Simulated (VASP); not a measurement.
# KF (Carobbiite) (Fm-3m) in VASP: notebook

One crystal, KF (Carobbiite), is run at these levels: LDA; tasks: relaxation of cell and atoms.

All numbers are computed with VASP 6.6.1; they aren't measurements. Logs are shortened: lines on timing, memory, paths and dates and some standing lists are left out, and cuts for length are marked.

## 1. The crystal as given

It takes space group Fm-3m (No. 225, cubic). The conventional cell has a = 5.344 Å, b = 5.344 Å, c = 5.344 Å, α = 90.00°, β = 90.00°, γ = 90.00°. K (site symmetry m-3m) is surrounded by 6 F at 2.67 Å. F (site symmetry m-3m) is surrounded by 6 K at 2.67 Å.

## 2. Relaxation of cell and atoms, LDA

Contents of INCAR:

```
PREC = Accurate
ENCUT = 600
EDIFF = 1E-6
ISMEAR = 0
SIGMA = 0.03
LREAL = False
LASPH = True
NELM = 80
ALGO = Normal
ISIF = 3
LWAVE = False
LCHARG = False
IBRION = 2
NSW = 90
EDIFFG = -0.01
```

Contents of KPOINTS:

```
regular mesh
0
Gamma
  10 10 10
```

Contents of POSCAR:

```
KF
1.0
    0.0000000000      2.6718500000      2.6718500000
    2.6718500000      0.0000000000      2.6718500000
    2.6718500000      2.6718500000      0.0000000000
K F
1 1
Direct
    0.0000000000      0.0000000000      0.0000000000
    0.5000000000      0.5000000000      0.5000000000
```

Potentials or basis: VASP PAW LDA potentials, release 64 (K_sv, F).

Launch:

```sh
$ cat potpaw_LDA.64/K_sv/POTCAR potpaw_LDA.64/F/POTCAR > POTCAR
$ mpirun -np 1 vasp_std > vasp.out
```

OUTCAR:

```text
PREC = Accurate
   ENCUT = 600
   EDIFF = 1E-6
   ISMEAR = 0
   LREAL = False
   LASPH = True
   NELM = 80
   ISIF = 3
   IBRION = 2
   NSW = 90
   EDIFFG = -0.01

 ion  position               nearest neighbor table
   1  0.000  0.000  0.000-   2 2.67   2 2.67   2 2.67   2 2.67   2 2.67   2 2.67
   2  0.500  0.500  0.500-   1 2.67   1 2.67   1 2.67   1 2.67   1 2.67   1 2.67

  LATTYP: Found a face centered cubic cell.
 ALAT       =     5.3437000000

  Lattice vectors:

 A1 = (   0.0000000000,   2.6718500000,   2.6718500000)
 A2 = (   2.6718500000,   0.0000000000,   2.6718500000)
 A3 = (   2.6718500000,   2.6718500000,   0.0000000000)

Analysis of symmetry for initial positions (statically):
=====================================================================
 Subroutine PRICEL returns:
 Original cell was already a primitive cell.

 Routine SETGRP: Setting up the symmetry group for a
 face centered cubic supercell.

 Subroutine GETGRP returns: Found 48 space group operations
 (whereof 48 operations were pure point group operations)
 out of a pool of 48 trial point group operations.

The static configuration has the point symmetry O_h .

Analysis of symmetry for dynamics (positions and initial velocities):
=====================================================================
 Subroutine PRICEL returns:
 Original cell was already a primitive cell.

 Routine SETGRP: Setting up the symmetry group for a
 face centered cubic supercell.

 Subroutine GETGRP returns: Found 48 space group operations
 (whereof 48 operations were pure point group operations)
 out of a pool of 48 trial point group operations.

The dynamic configuration has the point symmetry O_h .

 Subroutine INISYM returns: Found 48 space group operations
 (whereof 48 operations are pure point group operations),
 and found     1 'primitive' translations

----------------------------------------------------------------------------------------

                                     Primitive cell

  volume of cell :      38.1475

  direct lattice vectors                    reciprocal lattice vectors
     0.000000000  2.671850000  2.671850000    -0.187136254  0.187136254  0.187136254
     2.671850000  0.000000000  2.671850000     0.187136254 -0.187136254  0.187136254
     2.671850000  2.671850000  0.000000000     0.187136254  0.187136254 -0.187136254

  length of vectors
     3.778566507  3.778566507  3.778566507     0.324129500  0.324129500  0.324129500

  position of ions in fractional coordinates (direct lattice)
     0.000000000  0.000000000  0.000000000
     0.500000000  0.500000000  0.500000000

  ion indices of the primitive-cell ions
   primitive index   ion index
                 1           1
                 2           2

----------------------------------------------------------------------------------------

 KPOINTS: regular mesh

Automatic generation of k-mesh.
 Grid dimensions read from file:
 generate k-points for:   10   10   10

 Generating k-lattice:

  Cartesian coordinates                     Fractional coordinates (reciprocal lattice)
    -0.018713625  0.018713625  0.018713625     0.100000000  0.000000000  0.000000000
     0.018713625 -0.018713625  0.018713625     0.000000000  0.100000000  0.000000000
     0.018713625  0.018713625 -0.018713625     0.000000000  0.000000000  0.100000000

  Length of vectors
     0.032412950  0.032412950  0.032412950

  Shift w.r.t. Gamma in fractional coordinates (k-lattice)
     0.000000000  0.000000000  0.000000000

 Subroutine IBZKPT returns following result:
 ===========================================

 Found     47 irreducible k-points:

 Following reciprocal coordinates:
            Coordinates               Weight
  0.000000  0.000000  0.000000      1.000000
  0.100000  0.000000  0.000000      8.000000
  0.200000  0.000000  0.000000      8.000000
  0.300000  0.000000  0.000000      8.000000
  0.400000  0.000000  0.000000      8.000000
  0.500000  0.000000  0.000000      4.000000
[... 16 lines left out ...]
  0.300000  0.300000  0.000000      6.000000
  0.400000  0.300000  0.000000     24.000000
 [... further k-points ...]
   k-points           NKPTS =     47   k-points in BZ     NKDIM =     47   number of bands    NBANDS=     12
   number of dos      NEDOS =    301   number of ions     NIONS =      2
   total plane-waves  NPLWV =  27000
   dimension x,y,z NGX =    30 NGY =   30 NGZ =   30
   dimension x,y,z NGXF=    60 NGYF=   60 NGZF=   60
   ions per type =               1   1
   NGX,Y,Z   is equivalent  to a cutoff of  13.20, 13.20, 13.20 a.u.
   NGXF,Y,Z  is equivalent  to a cutoff of  26.40, 26.40, 26.40 a.u.
 SYSTEM =  unknown system
   PREC   = accura    normal or accurate (medium, high low for compatibility)
   ISTART =      0    job   : 0-new  1-cont  2-samecut
   ICHARG =      2    charge: 1-file 2-atom 10-const
   ISPIN  =      1    spin polarized calculation?
   LNONCOLLINEAR =      F non collinear calculations
   LSORBIT =      F    spin-orbit coupling
   LASPH  =      T    aspherical Exc in radial PAW
   ENCUT  =  600.0 eV  44.10 Ry    6.64 a.u.   7.55  7.55  7.55*2*pi/ulx,y,z
   NELM   =     80;   NELMIN=  2; NELMDL= -5     # of ELM steps
   EDIFF  = 0.1E-05   stopping-criterion for ELM
   LREAL  =      F    real-space projection
   EDIFFG = -.1E-01   stopping-criterion for IOM
   NSW    =     90    number of steps for IOM
   IBRION =      2    ionic relax: 0-MD 1-quasi-New 2-CG
   NFREE  =      1    steps in history (QN), initial steepest desc. (CG)
   ISIF   =      3    stress and relaxation
   ISYM   =      2    0-nonsym 1-usesym 2-fastsym
   POTIM  = 0.5000    time-step for ionic-motion
   TEBEG  =    0.0;   TEEND  =   0.0 temperature during run
   PSTRESS=    0.0 pullay stress
   NELECT =      16.0000    total number of electrons
   NUPDOWN=      -1.0000    fix difference up-down
   EMIN   =  10.00;   EMAX   =-10.00  energy-range for DOS
   EFERMI =   0.00;   METHOD = LEGACY
   ISMEAR =     0;   SIGMA  =   0.03  broadening in eV -4-tet -1-fermi 0-gaus
   EFERMI_NEDOS =   21; number of points for ismear=-14 and -15
   IALGO  =     38    algorithm
   IMIX   =      4    mixing-type and parameters
     AMIX     =   0.40;   BMIX     =  1.00
     AMIX_MAG =   1.60;   BMIX_MAG =  1.00
  volume/ion in A,a.u.               =      19.07       128.72
  Fermi-wavevector in a.u.,A,eV,Ry     =   1.225442  2.315750 20.431978  1.501708
  Thomas-Fermi vector in A             =   2.360480
   LORBIT       =      0    0 simple, 1 ext, 2 COOP (PROOUT), +10 PAW based schemes
   GGA     = CA    functional components
   LHFCALC =     F    Hartree Fock is set to
   AEXX    =    0.0000 exact exchange contribution
   IVDW    =     0    specifies the selected vdW correction
   LEPSILON=     F    determine dielectric tensor
   LRPA    =     F    only Hartree local field effects (RPA)
 conjugate gradient relaxation of ions
 non-spin polarized calculation
 Gauss-broadening in eV      SIGMA  =   0.03
  energy-cutoff  :      600.00
  volume of cell :       38.15
 maximum number of plane-waves:      1295
   NGX = 15   NGY = 15   NGZ = 15

--------------------------------------- Ionic step        1  -------------------------------------------

 number of electron      15.9999997 magnetization

 Free energy of the ion-electron system (eV)
  ---------------------------------------------------
  ext. energy  EPLUGINS =         0.00000000
  ---------------------------------------------------
  free energy    TOTEN  =        -9.03600372 eV

  energy without entropy =       -9.03600372  energy(sigma->0) =       -9.03600372

------------------------ aborting loop because EDIFF is reached ----------------------------------------

  FORCE on cell =-STRESS in cart. coord.  units (eV):
  Direction    XX          YY          ZZ          XY          YZ          ZX
  --------------------------------------------------------------------------------------
  -------------------------------------------------------------------------------------
  Total       -0.8157721     -0.8157721     -0.8157721      0.0000000     -0.0000000      0.0000000
  in kB      -34.2620411    -34.2620411    -34.2620411      0.0000000     -0.0000000      0.0000000
  external PRESSURE =     -34.2620411 kB  Pullay stress =       0.0000000 kB
[... 93 lines left out ...]
  energy  without entropy=       -9.0795347778  energy(sigma->0) =       -9.07953478

--------------------------------------- Ionic step        4  -------------------------------------------

 number of electron      16.0000002 magnetization

 Free energy of the ion-electron system (eV)
  ---------------------------------------------------
  ext. energy  EPLUGINS =         0.00000000
  ---------------------------------------------------
  free energy    TOTEN  =        -9.07962641 eV

  energy without entropy =       -9.07962641  energy(sigma->0) =       -9.07962641

 E-fermi :  -2.7217     XC(G=0):  -9.6018

 val. band max:       -2.9360677426   @ k =   0.0000   0.0000   0.0000
 cond. band min:       3.4005342799   @ k =   0.0000   0.0000   0.0000
 fundamental gap:      6.3366020225
 Fermi energy:        -2.7216564031

 k-point     1 :       0.0000    0.0000    0.0000
  band No.  band energies     occupation
      1     -28.3200      2.00000
      2     -21.2035      2.00000
      3     -11.6969      2.00000
      4     -11.6969      2.00000
      5     -11.6969      2.00000
      6      -2.9361      2.00000
      7      -2.9361      2.00000
      8      -2.9361      2.00000
      9       3.4005      0.00000
     10       7.8383      0.00000
     11       7.8383      0.00000
     12       7.8383      0.00000
[... 331 lines left out ...]
 k-point    24 :       0.4000    0.3000    0.0000
  band No.  band energies     occupation
      1     -28.1538      2.00000
      2     -21.2853      2.00000
      3     -12.2204      2.00000
      4     -11.9477      2.00000
      5     -11.9311      2.00000
      6      -3.3804      2.00000
      7      -3.0385      2.00000
      8      -3.0125      2.00000
      9       5.5667      0.00000
     10       6.6777      0.00000
     11       9.5746      0.00000
     12      10.5170      0.00000

 [... further k-points ...]

------------------------ aborting loop because EDIFF is reached ----------------------------------------

  FORCE on cell =-STRESS in cart. coord.  units (eV):
  Direction    XX          YY          ZZ          XY          YZ          ZX
  --------------------------------------------------------------------------------------
  -------------------------------------------------------------------------------------
  Total        0.0010660      0.0010660      0.0010660     -0.0000000     -0.0000000      0.0000000
  in kB        0.0495328      0.0495328      0.0495328     -0.0000000     -0.0000000      0.0000000
  external PRESSURE =       0.0495328 kB  Pullay stress =       0.0000000 kB
[... 17 lines left out ...]
  FREE ENERGIE OF THE ION-ELECTRON SYSTEM (eV)
  ---------------------------------------------------
  free  energy   TOTEN  =        -9.0796264061 eV

  energy  without entropy=       -9.0796264061  energy(sigma->0) =       -9.07962641

 reached required accuracy - stopping structural energy minimisation
```

It took 31 s on 1 thread of Intel Xeon 6975P-C (Granite Rapids), shared host; peak memory 0.17 GiB.

Results:

```
Free energy                            : -9.0796 eV
Relaxed volume                         : 17.24 Å³/atom
Relaxed cell                           : a = 3.653 Å, b = 3.653 Å, c = 3.653 Å, α = 60.00°, β = 60.00°, γ = 60.00°
Space group after relaxing (to 0.05 Å) : Fm-3m (No. 225)
Energy gained by relaxing              : 21.8 meV/atom
Ionic steps                            : 4
Pressure after relaxing                : 0.0 GPa
Band gap on the k mesh                 : 6.34 eV, direct
```

Step by step:
```tsv
step	energy change (eV)	largest force (eV/Å)	pressure (GPa)	volume (Å³)
1	0.0000	0.0000	-3.43	38.15
2	-0.0359	0.0000	-1.64	35.94
3	-0.0435	0.0000	-0.19	34.65
4	-0.0436	0.0000	0.00	34.48
```

Final structure:
```xyz
2
Lattice="0.0000 2.5834 2.5834 2.5834 0.0000 2.5834 2.5834 2.5834 0.0000" Properties=species:S:1:pos:R:3 pbc="T T T"
K     2.5834    2.5834    5.1667
F     2.5834    2.5834    2.5834
```

Levels at points of the mesh, in eV from the valence-band top:
| k point | band 6 | band 7 | band 8 | band 9 | band 10 | band 11 |
| --- | --- | --- | --- | --- | --- | --- |
| (0.00, 0.00, 0.00) | 0.00 | 0.00 | 0.00 | 6.34 | 10.77 | 10.77 |
| (0.50, 0.00, 0.00) | -0.97 | -0.46 | -0.46 | 9.19 | 10.98 | 12.45 |
| (0.50, 0.50, 0.00) | -0.14 | -0.02 | -0.02 | 7.95 | 10.70 | 12.21 |

## 3. Relaxation of cell and atoms, LDA

This run uses another cell than the first one, of 17.24 Å³/atom, 0.904 times its volume.

INCAR, as its differences from that of step 2:

```diff
@@ -2,3 +2,3 @@
 ENCUT = 600
-EDIFF = 1E-6
+EDIFF = 1E-7
 ISMEAR = 0
@@ -14,2 +14,2 @@
 NSW = 90
-EDIFFG = -0.01
+EDIFFG = -0.005
```

KPOINTS is that of step 2.

Contents of POSCAR:

```
KF                                      
1.0
    0.0000000000      2.5833588752      2.5833588752
    2.5833588752     -0.0000000000      2.5833588752
    2.5833588752      2.5833588752      0.0000000000
  K               F             
     1     1
Direct
     1.0000000000000000    1.0000000000000000    0.0000000000000000
     0.5000000000000000    0.5000000000000000    0.5000000000000000
```

Potentials or basis: VASP PAW LDA potentials, release 64 (K_sv, F).

Launch:

```sh
$ cat potpaw_LDA.64/K_sv/POTCAR potpaw_LDA.64/F/POTCAR > POTCAR
$ mpirun -np 1 vasp_std > vasp.out
```

It took 16 s on 1 thread of Intel Xeon 6975P-C (Granite Rapids), shared host; peak memory 0.17 GiB.

Results (log left out):

| Property | Result |
| --- | --- |
| Free energy | -9.0735 eV |
| Relaxed volume | 17.26 Å³/atom |
| Relaxed cell | a = 3.655 Å, b = 3.655 Å, c = 3.655 Å, α = 60.00°, β = 60.00°, γ = 60.00° |
| Space group after relaxing (to 0.05 Å) | Fm-3m (No. 225) |
| Energy gained by relaxing | 0.0 meV/atom |
| Ionic steps | 2 |
| Pressure after relaxing | 0.0 GPa |
| Band gap on the k mesh | 6.33 eV, direct |

Final structure:
```cif
data_structure
_symmetry_space_group_name_H-M 'P 1'
_symmetry_Int_Tables_number 1
_cell_length_a 3.6547
_cell_length_b 3.6547
_cell_length_c 3.6547
_cell_angle_alpha 60.000
_cell_angle_beta 60.000
_cell_angle_gamma 60.000
_cell_volume 34.52
loop_
_atom_site_label
_atom_site_type_symbol
_atom_site_fract_x
_atom_site_fract_y
_atom_site_fract_z
_atom_site_occupancy
K1 K 0.00000 0.00000 0.00000 1
F1 F 0.50000 0.50000 0.50000 1
```

Levels at points of the mesh, in eV from the valence-band top:
```tsv
k point	band 5	band 6	band 7	band 8	band 9	band 10	band 11	band 12
(0.00, 0.00, 0.00)	-8.76	0.00	0.00	0.00	6.33	10.77	10.77	10.77
(0.50, 0.00, 0.00)	-8.81	-0.97	-0.46	-0.46	9.19	10.97	12.44	12.44
(0.50, 0.50, 0.00)	-9.08	-0.14	-0.02	-0.02	7.95	10.69	12.20	14.12
```
